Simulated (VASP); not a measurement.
The system is KI.

```
K I
1.0
     2.48316   -3.78000    0.00000
     2.48316    3.78000    0.00000
     0.00000    0.00000    4.96632
K I
1 1
Direct
  0.00000 0.00000 0.00000
  0.50000 0.50000 0.50000
```

The cell was built by a generator and needn't be a form met in nature.

The cell isn't the ideal one: sheets of the NaI type stacked, one a cell (Cmmm, No. 65).

| Property | Result |
| --- | --- |
| Program | VASP 6.6.1 |
| Task | relaxation of cell and atoms |
| Functional | PBE |
| Dispersion | D3(BJ) |
| Potentials or basis | VASP PAW PBE potentials, release 64 (K_sv, I) |
| Cutoff | 600 eV |
| k mesh | 6 × 6 × 6 |
| Occupations | gaussian, width 0.02 eV |
| Spin | no spin polarisation |

At the start: pressure -0.8 GPa; volume 46.62 Å³/atom.

Question: How do energy, volume and symmetry change on relaxing?

Answer: Over 12 steps the energy falls by 103.3 meV/atom and the volume is 38.09 Å³/atom (-18.3 %); space group Cmmm (No. 65, to 0.05 Å).

The path:
```
step  energy change (eV)  largest force (eV/Å)  pressure (GPa)  volume (Å³)
   1              0.0000                0.0000           -0.83        93.23
   2             -0.0392                0.0000           -0.45        89.98
   3             -0.0648                0.0000            0.15        85.95
   4             -0.0668                0.0000            0.44        84.30
   5             -0.0981                0.0000            0.17        83.84
   6             -0.1449                0.0000           -0.36        81.59
   7             -0.1868                0.0000           -0.30        78.77
   8             -0.2046                0.0000           -0.03        76.37
   9             -0.2060                0.0000            0.19        75.21
  10             -0.2061                0.0000            0.14        75.46
  11             -0.2066                0.0000           -0.05        76.29
  12             -0.2066                0.0000            0.00        76.18
```

Final structure:
```
K I
1.0
     2.98610   -3.00666    0.00000
     2.98610    3.00666    0.00000
     0.00000    0.00000    4.24244
K I
1 1
Direct
  0.00000 0.00000 0.00000
  0.50000 0.50000 0.50000
```

Caveat: the volume moved by over 15 % at a fixed basis, so the end points are rough.
